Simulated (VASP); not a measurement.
## GaAs: cell size and functional

How much does the relaxed cell of GaAs depend on the functional? The starting structure is a measured crystal structure from the Crystallography Open Database. The first relaxation on each setting starts from this cell expanded by 3 % in volume.

Main program and level: VASP 6.6.1; Kohn-Sham DFT with plane waves and PAW; PBEsol, LDA, PBE, PBEsol + D3(BJ), r2SCAN, r2SCAN + rVV10, vdW-DF-cx and PBEsol + D4.

## 1. Set-up

Symmetry: F-43m, No. 216, cubic system. Conventional cell: a = 5.654 Å, b = 5.654 Å, c = 5.654 Å, α = 90.00°, β = 90.00°, γ = 90.00°. Nearest to As lie 4 Ga at 2.45 Å. Ga has 4 As at 2.45 Å nearest. Farther neighbours are not listed.

## 2. Relaxation with PBEsol

PBEsol restores the gradient expansion of exchange and is tuned for the cells of solids. This run starts from the cell of an earlier relaxation, which isn't shown; the restart sets up the plane waves anew.

INCAR

```
SYSTEM = GaAs
PREC = Accurate
ENCUT = 450
EDIFF = 1E-06
NELM = 100
ISMEAR = 0
SIGMA = 0.03
LREAL = .FALSE.
ALGO = Normal
GGA = PS
NBANDS = 15
LORBIT = 11
LWAVE = .FALSE.
LCHARG = .FALSE.
KPAR = 4
IBRION = 2
NSW = 50
ISIF = 3
EDIFFG = -0.006
```

POSCAR

```
GaAs
1.0
    0.0000000000      2.8298538328      2.8298538328
    2.8298538328      0.0000000000      2.8298538328
    2.8298538328      2.8298538328      0.0000000000
As Ga
1 1
Direct
    0.7500000000      0.7500000000      0.7500000000
    0.0000000000      0.0000000000      0.0000000000
```

KPOINTS

```
Automatic mesh
0
Gamma
6 6 6
0 0 0
```

PAW data sets: As and Ga_d (PBE family, release 64).

Started as:

```
$ mpirun -np 4 vasp_std
```

Output:

```text
[banner, memory and clock lines left out]
running    4 mpi-ranks, on    1 nodes
 distrk:  each k-point on    1 cores,    4 groups
 distr:  one band on    1 cores,    1 groups

 POSCAR found type information on POSCAR AsGa
 POSCAR found :  2 types and       2 ions
|                                                                             |
|               ----> ADVICE to this user running VASP <----                  |
|                                                                             |
|     You enforced a specific xc type in the INCAR file but a different       |
|     [... a line on the potential file left out ...]
|     I HOPE YOU KNOW WHAT YOU ARE DOING!                                     |
|                                                                             |

 LDA part: xc-table for (Slater+PW92), standard interpolation
 POSCAR, INCAR and KPOINTS ok, starting setup
 FFT: planning ... GRIDC
 FFT: planning ... GRID_SOFT
 FFT: planning ... GRID
 WAVECAR not read
 entering main loop
       N       E                     dE             d eps       ncg     rms          rms(c)
DAV:   1     0.773810776138E+02    0.77381E+02   -0.83176E+03   495   0.151E+03
DAV:   2    -0.320566268715E+01   -0.80587E+02   -0.76927E+02   543   0.290E+02
DAV:   3    -0.916834058805E+01   -0.59627E+01   -0.59397E+01   578   0.664E+01
DAV:   4    -0.926829769704E+01   -0.99957E-01   -0.99931E-01   607   0.951E+00
DAV:   5    -0.926959388755E+01   -0.12962E-02   -0.12962E-02   599   0.953E-01    0.293E+00
DAV:   6    -0.909877427552E+01    0.17082E+00   -0.24207E-01   733   0.977E+00    0.173E+00
DAV:   7    -0.906643390482E+01    0.32340E-01   -0.62137E-02   703   0.217E+00    0.539E-01
DAV:   8    -0.906462086876E+01    0.18130E-02   -0.97860E-03   606   0.119E+00    0.103E-01
DAV:   9    -0.906479611300E+01   -0.17524E-03   -0.72436E-04   603   0.348E-01    0.431E-02
DAV:  10    -0.906482981953E+01   -0.33707E-04   -0.53008E-05   657   0.756E-02    0.233E-02
DAV:  11    -0.906485192737E+01   -0.22108E-04   -0.26179E-05   550   0.543E-02    0.251E-03
DAV:  12    -0.906485192631E+01    0.10587E-08   -0.89492E-07   485   0.157E-02
   1 F= -.90648519E+01 E0= -.90648519E+01  d E =-.906485E+01
 curvature:   0.00 expect dE= 0.000E+00 dE for cont linesearch  0.000E+00
 trial: gam= 0.00000 g(F)=  0.333E-46 g(S)=  0.230E-05 ort = 0.000E+00 (trialstep = 0.100E+01)
 search vector abs. value=  0.230E-05
 reached required accuracy - stopping structural energy minimisation
```

The job ended after 5.8 s (4 MPI ranks of Intel Xeon Platinum 8375C at 2.90GHz (Ice Lake), shared host; peak memory 0.55 GiB).

Lines that name or quote the potential files are left out of all logs, and their timing lines are given in words.

Parts of OUTCAR (step 2):

```text
ion  position               nearest neighbor table
   1  0.750  0.750  0.750-   2 2.45   2 2.45   2 2.45   2 2.45
   2  0.000  0.000  0.000-   1 2.45   1 2.45   1 2.45   1 2.45

  LATTYP: Found a face centered cubic cell.
 ALAT       =     5.6597076656

 Subroutine GETGRP returns: Found 24 space group operations
 (whereof 24 operations were pure point group operations)

The static configuration has the point symmetry T_d .

 Found     16 irreducible k-points:

   k-points           NKPTS =     16   k-points in BZ     NKDIM =     16   number of bands    NBANDS=     15

   dimension x,y,z NGX =    28 NGY =   28 NGZ =   28
   dimension x,y,z NGXF=    56 NGYF=   56 NGZF=   56

   ENCUT  =  450.0 eV  33.07 Ry    5.75 a.u.   6.92  6.92  6.92*2*pi/ulx,y,z

   NELECT =      18.0000    total number of electrons

 k-points in reciprocal lattice and weights: Automatic mesh
   0.00000000  0.00000000  0.00000000       0.005
   0.16666667  0.00000000  0.00000000       0.037
   0.33333333  0.00000000  0.00000000       0.037
   0.50000000  0.00000000  0.00000000       0.019
   0.16666667  0.16666667  0.00000000       0.028
   0.33333333  0.16666667  0.00000000       0.111
   0.50000000  0.16666667  0.00000000       0.111
  -0.33333333  0.16666667  0.00000000       0.111
  -0.16666667  0.16666667  0.00000000       0.056
[...]
-0.33333333  0.33333333  0.16666667       0.111
  -0.33333333  0.50000000  0.16666667       0.056

 average (electrostatic) potential at core
       1 -50.2216       2 -66.2564

 E-fermi :   3.9878

 k-point     1 :       0.0000    0.0000    0.0000
  band No.  band energies     occupation
    ...
      5     -10.9191      2.00000
      6      -8.9468      2.00000
      7       3.7840      2.00000
      8       3.7840      2.00000
      9       3.7840      2.00000
     10       4.2120      0.00000
     11       7.4650      0.00000
     12       7.4651      0.00000
     13       7.4651      0.00000
     14      11.1590      0.00000
    ...

 k-point     2 :       0.1667    0.0000    0.0000
  band No.  band energies     occupation
    ...
      5     -10.9193      2.00000
      6      -8.6260      2.00000
      7       1.0442      2.00000
      8       3.4009      2.00000
      9       3.4009      2.00000
     10       5.3460      0.00000
     11       8.0131      0.00000
     12       8.0131      0.00000
     13       8.3853      0.00000
     14      12.5397      0.00000
    ...

 k-point     3 :       0.3333    0.0000    0.0000
  band No.  band energies     occupation
    ...
      5     -10.9175      2.00000
      6      -7.7969      2.00000
      7      -1.6220      2.00000
      8       2.8538      2.00000
      9       2.8538      2.00000
     10       4.9168      0.00000
     11       8.4244      0.00000
     12       8.4244      0.00000
     13      10.9149      0.00000
     14      12.3603      0.00000
    ...

  Total        0.0056321      0.0056321      0.0056321      0.0000000     -0.0000000      0.0000000
  in kB        0.1990959      0.1990959      0.1990959      0.0000000     -0.0000000      0.0000000
  external PRESSURE =       0.1990959 kB  Pullay stress =       0.0000000 kB

  energy-cutoff  :      450.00
  volume of cell :       45.32
      direct lattice vectors                 reciprocal lattice vectors
     0.000000000  2.829853833  2.829853833    -0.176687571  0.176687571  0.176687571
     2.829853833  0.000000000  2.829853833     0.176687571 -0.176687571  0.176687571
     2.829853833  2.829853833  0.000000000     0.176687571  0.176687571 -0.176687571

 POSITION                                       TOTAL-FORCE (eV/Angst)
 -----------------------------------------------------------------------------------
      4.24478      4.24478      4.24478        -0.000000     -0.000000      0.000000
      0.00000      0.00000      0.00000         0.000000      0.000000     -0.000000
 -----------------------------------------------------------------------------------
    total drift:                               -0.000001     -0.000001     -0.000001

  FREE ENERGIE OF THE ION-ELECTRON SYSTEM (eV)
  ---------------------------------------------------
  free  energy   TOTEN  =        -9.0648519263 eV

  energy  without entropy=       -9.0648519263  energy(sigma->0) =       -9.06485193

 reached required accuracy - stopping structural energy minimisation

 total charge
# of ion       s       p       d       tot
------------------------------------------
    1        1.209   1.594   0.031   2.834
    2        0.880   0.802   9.994  11.676
--------------------------------------------------
tot          2.088   2.396  10.025  14.510

[... 3 further parts left out ...]
```

The PAW data sets were made with PBE, which is usual practice but a small mismatch for other functionals. The run keeps the 24 symmetry operations of its start, so it cannot find a distortion of lower symmetry.

With PBEsol the relaxed cell holds 22.662 Å³ an atom, +0.32 % against the measured cell, with a = 5.660 Å.

## 3. Relaxation with LDA

LDA, the lowest rung, knows the local density alone. This run starts from the cell of an earlier relaxation, which isn't shown; the restart sets up the plane waves anew.

INCAR, as its differences from that of step 2:

```diff
@@ -9,3 +9,3 @@
 ALGO = Normal
-GGA = PS
+GGA = CA
 NBANDS = 15
```

POSCAR

```
GaAs
1.0
    0.0000000000      2.8045878475      2.8045878475
    2.8045878475      0.0000000000      2.8045878475
    2.8045878475      2.8045878475      0.0000000000
As Ga
1 1
Direct
    0.7500000000      0.7500000000      0.7500000000
    0.0000000000      0.0000000000      0.0000000000
```

KPOINTS is that of step 2.

Potentials, in the order of the species: As and Ga_d (LDA family, release 64).

Started as:

```
$ mpirun -np 4 vasp_std
```

Output:

```text
[banner, memory and clock lines left out]
running    4 mpi-ranks, on    1 nodes
[...]
LDA part: xc-table for (Slater(with rela. corr.)+CA(PZ))
 , standard interpolation
 POSCAR, INCAR and KPOINTS ok, starting setup
[...]
entering main loop
       N       E                     dE             d eps       ncg     rms          rms(c)
DAV:   1     0.781288908766E+02    0.78129E+02   -0.83973E+03   488   0.155E+03
DAV:   2    -0.352719534628E+01   -0.81656E+02   -0.77934E+02   550   0.305E+02
DAV:   3    -0.974873337506E+01   -0.62215E+01   -0.62023E+01   564   0.678E+01
DAV:   4    -0.985370265699E+01   -0.10497E+00   -0.10495E+00   579   0.988E+00
[...]
DAV:  10    -0.961458160215E+01   -0.60147E-05   -0.42388E-05   727   0.704E-02    0.225E-02
DAV:  11    -0.961458674250E+01   -0.51403E-05   -0.70144E-06   571   0.420E-02    0.256E-03
DAV:  12    -0.961458661204E+01    0.13046E-06   -0.46578E-07   429   0.105E-02
   1 F= -.96145866E+01 E0= -.96145866E+01  d E =-.961459E+01
[...]
reached required accuracy - stopping structural energy minimisation
```

Wall time 4.8 s (4 MPI ranks); peak memory 0.48 GiB; 16 s of CPU time.

Parts of OUTCAR (step 3):

```text
  Total       -0.0098109     -0.0098109     -0.0098109      0.0000000      0.0000000      0.0000000
  in kB       -0.3562740     -0.3562740     -0.3562740      0.0000000      0.0000000      0.0000000
  external PRESSURE =      -0.3562740 kB  Pullay stress =       0.0000000 kB

 POSITION                                       TOTAL-FORCE (eV/Angst)
 -----------------------------------------------------------------------------------
      4.20688      4.20688      4.20688        -0.000000      0.000000     -0.000000
      0.00000      0.00000      0.00000         0.000000     -0.000000      0.000000
 -----------------------------------------------------------------------------------
    total drift:                               -0.000001     -0.000001     -0.000001

  FREE ENERGIE OF THE ION-ELECTRON SYSTEM (eV)
  ---------------------------------------------------
  free  energy   TOTEN  =        -9.6145866120 eV

  energy  without entropy=       -9.6145866120  energy(sigma->0) =       -9.61458661

[... 2 parts as in an earlier step ...]

[... 2 further parts left out ...]
[key lines of the parts left out:]
E-fermi :   4.1727
```

With LDA the relaxed cell holds 22.060 Å³ an atom, -2.34 % against the measured cell, with a = 5.609 Å. That is -2.65 % from PBEsol.

## 4. Relaxation with PBE

PBE, the usual starting point, adds the gradient of the density. This run starts from the cell of an earlier relaxation, which isn't shown; the restart sets up the plane waves anew.

INCAR, as its differences from that of step 3:

```diff
@@ -9,3 +9,3 @@
 ALGO = Normal
-GGA = CA
+GGA = PE
 NBANDS = 15
```

POSCAR

```
GaAs
1.0
    0.0000000000      2.8734653953      2.8734653953
    2.8734653953      0.0000000000      2.8734653953
    2.8734653953      2.8734653953      0.0000000000
As Ga
1 1
Direct
    0.7500000000      0.7500000000      0.7500000000
    0.0000000000      0.0000000000      0.0000000000
```

KPOINTS is that of step 3.

Potentials, in the order of the species: As and Ga_d (PBE family, release 64).

Started as:

```
$ mpirun -np 4 vasp_std
```

Output:

```text
[banner, memory and clock lines left out]
running    4 mpi-ranks, on    1 nodes
[...]
LDA part: xc-table for (Slater+PW92), standard interpolation
 POSCAR, INCAR and KPOINTS ok, starting setup
[...]
entering main loop
       N       E                     dE             d eps       ncg     rms          rms(c)
DAV:   1     0.773538896027E+02    0.77354E+02   -0.84335E+03   496   0.147E+03
DAV:   2    -0.230386147355E+01   -0.79658E+02   -0.76895E+02   557   0.292E+02
DAV:   3    -0.832172120965E+01   -0.60179E+01   -0.59985E+01   592   0.669E+01
DAV:   4    -0.840407574098E+01   -0.82355E-01   -0.82347E-01   600   0.876E+00
[...]
DAV:  10    -0.824739423920E+01   -0.72895E-04   -0.71653E-05   614   0.813E-02    0.290E-02
DAV:  11    -0.824745116293E+01   -0.56924E-04   -0.83524E-05   522   0.706E-02    0.371E-03
DAV:  12    -0.824745150903E+01   -0.34610E-06   -0.12740E-06   530   0.156E-02
   1 F= -.82474515E+01 E0= -.82474513E+01  d E =-.824745E+01
[...]
reached required accuracy - stopping structural energy minimisation
```

It took 5 s on 4 MPI ranks; peak memory 0.55 GiB; 17 s of CPU time.

From OUTCAR (step 4):

```text
  Total       -0.0023001     -0.0023001     -0.0023001      0.0000000     -0.0000000     -0.0000000
  in kB       -0.0776638     -0.0776638     -0.0776638      0.0000000     -0.0000000     -0.0000000
  external PRESSURE =      -0.0776638 kB  Pullay stress =       0.0000000 kB

 POSITION                                       TOTAL-FORCE (eV/Angst)
 -----------------------------------------------------------------------------------
      4.31020      4.31020      4.31020        -0.000000     -0.000000     -0.000000
      0.00000      0.00000      0.00000         0.000000      0.000000      0.000000
 -----------------------------------------------------------------------------------
    total drift:                               -0.000003     -0.000003     -0.000003

  FREE ENERGIE OF THE ION-ELECTRON SYSTEM (eV)
  ---------------------------------------------------
  free  energy   TOTEN  =        -8.2474515090 eV

  energy  without entropy=       -8.2474510285  energy(sigma->0) =       -8.24745127

[... 2 parts as in an earlier step ...]

[... 2 further parts left out ...]
[key lines of the parts left out:]
E-fermi :   3.5717
```

With PBE the relaxed cell holds 23.726 Å³ an atom, +5.03 % against the measured cell, with a = 5.747 Å. That is +4.69 % from PBEsol.

## 5. Relaxation with PBEsol + D3(BJ)

D3 with Becke-Johnson damping keeps a finite attraction at short range. This run starts from the cell of an earlier relaxation, which isn't shown; the restart sets up the plane waves anew.

INCAR, as its differences from that of step 4:

```diff
@@ -9,3 +9,4 @@
 ALGO = Normal
-GGA = PE
+GGA = PS
+IVDW = 12
 NBANDS = 15
```

POSCAR

```
GaAs
1.0
    0.0000000000      2.8029408163      2.8029408163
    2.8029408163      0.0000000000      2.8029408163
    2.8029408163      2.8029408163      0.0000000000
As Ga
1 1
Direct
    0.7500000000      0.7500000000      0.7500000000
    0.0000000000      0.0000000000      0.0000000000
```

KPOINTS is that of step 4.

Started as:

```
$ mpirun -np 4 vasp_std
```

Output:

```text
[banner, memory and clock lines left out]
running    4 mpi-ranks, on    1 nodes
[...]
[... a notice as in an earlier step ...]

 LDA part: xc-table for (Slater+PW92), standard interpolation
 POSCAR, INCAR and KPOINTS ok, starting setup
[...]
entering main loop
       N       E                     dE             d eps       ncg     rms          rms(c)
DAV:   1     0.780099330338E+02    0.78010E+02   -0.84541E+03   488   0.150E+03
DAV:   2    -0.306163315387E+01   -0.81072E+02   -0.77605E+02   578   0.297E+02
DAV:   3    -0.917042221007E+01   -0.61088E+01   -0.60910E+01   557   0.676E+01
DAV:   4    -0.926765309444E+01   -0.97231E-01   -0.97215E-01   621   0.959E+00
[...]
DAV:  10    -0.905564301072E+01   -0.32473E-04   -0.58224E-05   695   0.830E-02    0.227E-02
DAV:  11    -0.905566390845E+01   -0.20898E-04   -0.24653E-05   515   0.548E-02    0.279E-03
DAV:  12    -0.905566388736E+01    0.21093E-07   -0.98022E-07   506   0.174E-02
   1 F= -.96694721E+01 E0= -.96694721E+01  d E =-.966947E+01
[...]
reached required accuracy - stopping structural energy minimisation
```

Elapsed: 4 s, on 4 MPI ranks; peak memory 0.6 GiB.

OUTCAR, selected parts (step 5):

```text
 Edisp (eV)   -0.61381

  Total      -0.00831    -0.00831    -0.00831     0.00000     0.00000     0.00000
  in kB      -0.30233    -0.30233    -0.30233     0.00000     0.00000     0.00000
  external pressure =       -0.30 kB  Pullay stress =        0.00 kB

 POSITION                                       TOTAL-FORCE (eV/Angst)
 -----------------------------------------------------------------------------------
      4.20441      4.20441      4.20441        -0.000000      0.000000     -0.000000
      0.00000      0.00000      0.00000         0.000000     -0.000000      0.000000
 -----------------------------------------------------------------------------------
    total drift:                               -0.000001     -0.000001     -0.000001

  FREE ENERGIE OF THE ION-ELECTRON SYSTEM (eV)
  ---------------------------------------------------
  free  energy   TOTEN  =        -9.6694721269 eV

  energy  without entropy=       -9.6694721269  energy(sigma->0) =       -9.66947213

[... 2 parts as in an earlier step ...]

[... 2 further parts left out ...]
[key lines of the parts left out:]
E-fermi :   4.2403
```

With PBEsol + D3(BJ) the relaxed cell holds 22.021 Å³ an atom, -2.52 % against the measured cell, with a = 5.606 Å. That is -2.83 % from PBEsol.

(Part 1 of 2 ends here.)

[Lines on the potential files, build, host, timing and source positions are cut from VASP's logs without a mark.]

[Logs are printed without paths, hosts, clocks, repeated set-up lines and the standing remarks that a program may print on its own settings, such as how far it seeks lower states.]

[Hosts, paths, dates, database ids (printed as entryN), source tags and the programs' standing remarks are cut or masked in the printed files.]
